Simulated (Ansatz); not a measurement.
Crystal: Sc.

```
Sc
1.0
     5.42268    0.00000    0.00000
     0.00000    5.42268    0.00000
     0.00000    0.00000    3.43521
Sc
4
Direct
  0.00000 0.50000 0.46734
  0.50000 0.00000 0.53266
  0.00000 0.00000 0.00000
  0.50000 0.50000 0.00000
```

This isn't the form of Sc at room conditions, which is hcp.

- Program: Ansatz 0.2.0
- Task: single point
- Functional: PBE
- Potentials or basis: Ansatz PAW
- Cutoff: 420 eV (not typed: the program's choice for these potentials)
- k mesh: 5 × 5 × 8
- Occupations: fermi-dirac, width 0.05 eV
- Spin: no spin polarisation

On this cell: pressure -0.9 GPa; largest force 0.212 eV/Å; band gap on the k mesh none (metal or under the smearing width).

The same run follows on a disturbed copy (atoms moved at random, drawn with an rms of 0.05 Å):

```
CELL_PARAMETERS angstrom
5.42268 0.00000 0.00000
0.00000 5.42268 0.00000
0.00000 0.00000 3.43521
ATOMIC_POSITIONS crystal
Sc 0.01088 0.49717 0.47880
Sc 0.50280 0.00819 0.53186
Sc 0.00293 0.00304 0.00243
Sc 0.49788 0.49998 0.99764
```

Question: What changes?

Answer: The energy (extrapolated to zero smearing) moves by +1.3 meV/atom; pressure -0.8 GPa; largest force 0.285 eV/Å; band gap on the k mesh none (metal or under the smearing width).

Forces on the atoms (eV/Å):
```
Sc  -0.207  0.058  0.100
Sc  -0.032 -0.102 -0.238
Sc   0.014 -0.107  0.053
Sc   0.226  0.151  0.085
```

Stress tensor (GPa, compression positive):
```
-1.12  0.01 -0.06
 0.01 -1.11  0.11
-0.06  0.11 -0.30
```
